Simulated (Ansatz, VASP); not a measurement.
# Sb in VASP and in Ansatz

Contents of INCAR:

```
SYSTEM = Sb
PREC     = Accurate       ! precision mode
ENCUT    = 520            ! plane-wave cutoff, eV
EDIFF    = 1E-7           ! SCF threshold, eV
ISMEAR   = -1             ! smearing method
SIGMA    = 0.05           ! smearing width, eV
LREAL    = .FALSE.        ! projectors in reciprocal space
LASPH    = .TRUE.         ! aspherical terms in the spheres
NELM     = 80             ! most SCF steps
ALGO     = Normal         ! electronic algorithm
ISIF     = 2              ! what is computed and relaxed
LWAVE    = .FALSE.        ! write WAVECAR
LCHARG   = .FALSE.        ! write CHGCAR
GGA      = PS             ! functional
NBANDS   = 8              ! bands
```

Contents of KPOINTS:

```
Automatic mesh
0
G
  8 8 8
  0 0 0
```

The input POSCAR:

```
Sb
1.0
    3.0954921035      0.0000000000      0.0000000000
    0.0000000000      3.0954921035      0.0000000000
    0.0000000000      0.0000000000      3.0954921035
Sb
1
Direct
    0.0000000000      0.0000000000      0.0000000000
```

The input input.yaml:

```yaml
crystal:
  lattice:
    - [3.0954921035, 0.0, 0.0]
    - [0.0, 3.0954921035, 0.0]
    - [0.0, 0.0, 3.0954921035]
  atoms:
    - { symbol: Sb, position: [0.0, 0.0, 0.0] }
hamiltonian:
  xc: pbesol
  pseudopotentials: { kind: paw }
kpoints:
  mp_grid: { grid: [8, 8, 8] }
scf:
  occupations: { method: fermi_dirac, width: 0.05 }
output:
  forces: true
  stress: true
  eigenvalues: true
```

Change from the starting cell: volume scaled by 0.94.

Alike in both runs: task single point; functional PBEsol; k mesh 8 × 8 × 8; occupations fermi-dirac, width 0.05 eV; no spin polarisation.

```csv
,VASP,Ansatz
version,VASP 6.6.1,Ansatz 0.2.0
potentials or method,"VASP PAW PBE potentials, release 64 (Sb)",Ansatz PAW
plane-wave cutoff (eV),520,420
valence electrons in the cell,5,15
```

```csv
,VASP,Ansatz,Ansatz less VASP
gap on the k mesh at the Fermi level (eV),none,none,-
pressure (GPa),-1.5,-1.6,-0.10
```

A gap of «none» marks a metal or a gap that the smearing closes. The two sets of potentials don't hold the same shells in valence.

Caveats: the PAW data sets were made with another functional, which shifts forces and pressure a little (VASP); the PAW data sets come from PBE, with cores solved anew for the run's functional, which leaves a small shift of forces and pressure (Ansatz). The runs have no spin-orbit coupling, so splittings on Sb are missing.
